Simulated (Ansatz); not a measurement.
The guess for MgO was made by a generator: ordered vacancies on the anion sites of cadmium iodide (P2/m, No. 10) (occupants of the shared sites, in ratio, O: 2, vacant: 2). Lengths were set from tabulated atomic sizes, so they are only a guess.

```cif
data_structure
_symmetry_space_group_name_H-M 'P 1'
_symmetry_Int_Tables_number 1
_cell_length_a 5.0852
_cell_length_b 3.1783
_cell_length_c 5.5049
_cell_angle_alpha 90.000
_cell_angle_beta 90.000
_cell_angle_gamma 90.000
_cell_volume 88.97
loop_
_atom_site_label
_atom_site_type_symbol
_atom_site_fract_x
_atom_site_fract_y
_atom_site_fract_z
_atom_site_occupancy
Mg1 Mg 0.00000 0.00000 0.00000 1
Mg2 Mg 0.00000 0.50000 0.50000 1
O1 O 0.76000 0.00000 0.66667 1
O2 O 0.24000 0.00000 0.33333 1
```

Method: Ansatz, DFT PBE, scalar-relativistic, plane waves, PAW. Cutoff 420 eV, Gaussian smearing, Γ-centred meshes. Cell and atoms relax first on a coarse mesh and then on a converged one. In between, the cell is made exact in the group found at 0.06 Å. The steps can't lower the symmetry of their start. No spin polarisation in the relaxation; trial moments died out in a coarse test.

A guess keeps its type if space group and coordination stay and the shape of the cell changes little (axis ratios within about 15 %, angles within 6°); the volume may change.

Task: Does it keep its structure type, or change into something else?

Result: It doesn't keep its type. The symmetry stays P2/m (No. 10). The volume per atom shrinks by 46.6 %, from 22.2 to 11.9 Å³. The shortest distance goes from 2.20 Å (Mg–O) to 2.01 Å (Mg–O). Counting neighbours within 15 % of an atom's shortest distance, the start has Mg 2/4, O 3 and the end Mg 4, O 4. In detail, at the end Mg on its first site has 4 O at 2.01–2.04 Å; around Mg on its second site lie 4 O at 2.04 Å; around O lie 4 Mg at 2.01–2.04 Å.

```
Mg O
1.0
     2.96858    0.00000    0.00000
     0.00000    3.00015    0.00000
    -0.97217    0.00000    5.33131
Mg O
2 2
Direct
  0.00000 0.00000 0.00000
  0.50000 0.50000 0.50000
  0.40674 0.00000 0.74182
  0.59326 0.00000 0.25818
```

Energies over the elements count from the elements' standard structures at the same level (O₂ as a molecule), with no fitted energy shifts.

Task: At what energy does it end?

Result: −2.196 eV/atom. A negative formation energy is needed for stability but isn't enough: competing phases decide.

The last run used a 10×10×6 mesh (in the run's order of axes) for its 4-atom cell and Gaussian smearing of 0.02 eV. A structure relaxed within its symmetry needn't be a true minimum.

In counts of neighbours, a slash parts the counts of unlike sites.
